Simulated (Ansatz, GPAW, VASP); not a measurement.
**Fitting the PBEsol energy curve of CdS**

```xyz
2
Lattice="0.0000 2.9165 2.9165 2.9165 0.0000 2.9165 2.9165 2.9165 0.0000" Properties=species:S:1:pos:R:3 pbc="T T T"
Cd    0.0000    0.0000    0.0000
S     4.3748    4.3748    4.3748
```

The cell was scaled at fixed shape and fractions and run with Ansatz, all-electron LAPW, scalar-relativistic; PBEsol, k mesh 8 × 8 × 8 on the cell of 2 atoms, fermi-dirac occupations of 0.05 eV, no spin polarisation, no spin-orbit coupling. Energies are those that the program minimises, any entropy of the smearing included.

```csv
V (Å³/atom),energy over the lowest row (meV/atom)
23.3192,16.565
23.8154,6.529
24.3115,1.174
24.8077,0.000
25.3038,?
25.8000,8.465
26.2961,17.349
```

Fit the third-order Birch-Murnaghan form, give V0, B0 and B′, and predict the energy left open.

With y = (V0/V)^(2/3), E = E0 + (9 V0 B0/16) [(y - 1)³ B′ + (y - 1)² (6 - 4y)]. Least squares through the rows shown give V0 = 24.7072 Å³/atom, E0 = -0.077 meV, B0 = 61.39 GPa (1 eV/Å³ = 160.218 GPa) and B′ = 4.60, with a largest miss of 0.001 meV. At V = 25.3038 the form with these constants gives 2.563 meV; the run gave 2.563 meV an atom. Other set-ups at this level, from all their volumes (Å³/atom, GPa): GPAW, PAW data sets generated for this functional: V0 24.633, B0 62.07; VASP, PBE PAW files Cd, S, 520 eV (made for PBE): V0 24.867, B0 61.24.
